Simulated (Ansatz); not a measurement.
# SnO2: the cost of one run

Method: DFT PBE, scalar-relativistic, plane waves, PAW, in Ansatz 0.2.0.

15 further runs of the same task are left out: 15 set aside as unsound or not needed. Runs told in other sessions of the task aren't counted.

## (1) The structure to begin with

Symmetry: P4_2/mnm, No. 136, tetragonal system. The conventional cell has a = 4.828 Å, b = 4.828 Å, c = 3.238 Å, α = 90.00°, β = 90.00°, γ = 90.00°. Sn (site symmetry mmm) has 6 O at 2.09 Å in its first shell of neighbours. O (site symmetry m2m) is surrounded by 3 Sn at 2.09 Å.

As a file:

```
CELL_PARAMETERS angstrom
4.82779 0.00000 0.00000
0.00000 4.82781 0.00000
0.00000 0.00000 3.23790
ATOMIC_POSITIONS crystal
Sn 0.50000 0.50000 0.50000
Sn 0.00000 0.00000 0.00000
O 0.30657 0.30663 0.00000
O 0.80657 0.19337 0.50000
O 0.19343 0.80663 0.50000
O 0.69343 0.69337 0.00000
```

It goes back to an entry of the Materials Project, which need not be the stable form.

This cell was relaxed beforehand with the same method: volume 12.58 Å³/atom, gap on the mesh 0.68 eV.

## (2) What is varied

The energy is mapped over a normal mode and a strain (zone-centre modes of the cell shown) (x along [1 0 0], y along [0 1 0], z along [0 0 1] of the conventional cell).

The axes are (1) amplitude of mode 4 (110 cm⁻¹), largest displacement in the unstrained cell: 7 values from −0.252 Å; (2) strain +e along z and -e/2 along x and y: 7 values from −7.00 %.

Nothing else is relaxed (the pattern is fixed in fractional coordinates). Energies count from the relaxed high-symmetry cell. Points are written as (first, second).

The modes come from a phonon run on the reference cell, made beforehand.

The patterns, per unit of each coordinate (Å):

```csv
atom,x1,y1,z1
Sn1,0.000,0.000,0.000
Sn2,0.000,0.000,0.000
O3,0.707,-0.707,0.000
O4,0.707,0.707,0.000
O5,-0.707,-0.707,0.000
O6,-0.707,0.707,0.000
```

## (3) The run at (0.252 Å, −7.00 %)

The input, input.yaml:

```yaml
crystal:
  lattice:
    - [4.9967660549, 0.0, 0.0]
    - [0.0, 4.996780218, 0.0]
    - [0.0, 0.0, 3.0112483655]
  atoms:
    - { symbol: Sn, position: [0.5, 0.5, 0.5] }
    - { symbol: Sn, position: [0.0, 0.0, 0.0] }
    - { symbol: O, position: [0.3434840913, 0.2697233079, 0.0] }
    - { symbol: O, position: [0.8434840913, 0.2302766921, 0.5] }
    - { symbol: O, position: [0.1565159087, 0.7697233079, 0.5] }
    - { symbol: O, position: [0.6565159087, 0.7302766921, 0.0] }
basis:
  ecutwfc: 520.0
kpoints:
  mp_grid: { grid: [6, 6, 8] }
hamiltonian:
  xc: pbe
  pseudopotentials: { kind: paw, azcp: { folder: soft_1 } }
scf:
  occupations: { method: gaussian, width: 0.05 }
output:
  forces: true
  stress: true
  eigenvalues: true
```

Started as:

```
> ansatz run input.yaml --threads 2 --pin off --max-ram 4096MiB --backend cpu --events-out ev --progress --plain --runs-dir out
```

Q: Estimate wall time and peak memory on 2 threads of Arm Neoverse N1, shared host.

About 14 s, with a peak of 0.46 GiB.
